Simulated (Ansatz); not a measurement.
Take a crystal in which Ba has been replaced by Be on all its sites, with the cell rescaled by a rough guess (in some cases also distorted within its space group) and nothing relaxed:

```xyz
2
Lattice="4.7414 0.0000 0.0000 -2.3707 4.1061 0.0000 0.0000 0.0000 2.6495" Properties=species:S:1:pos:R:3 pbc="T T T"
Be    0.0000    2.7374    1.3247
Be    2.3707    1.3687    1.3247
```

All numbers below come from Ansatz 0.2.0, DFT PBE, scalar-relativistic, plane waves, PAW.

Cutoff 420 eV; k points 12×12×16 on the computed 2-atom cell (Γ-centred); Gaussian smearing, width 0.10 eV; no spin polarisation.

Will this cell want to expand or contract, and how hard?

The pressure is -12.6 GPa (positive in compression), so the cell would contract.

Is it a metal on this mesh?

Yes, a band crosses the Fermi level.

This form isn't the element's structure at ambient conditions.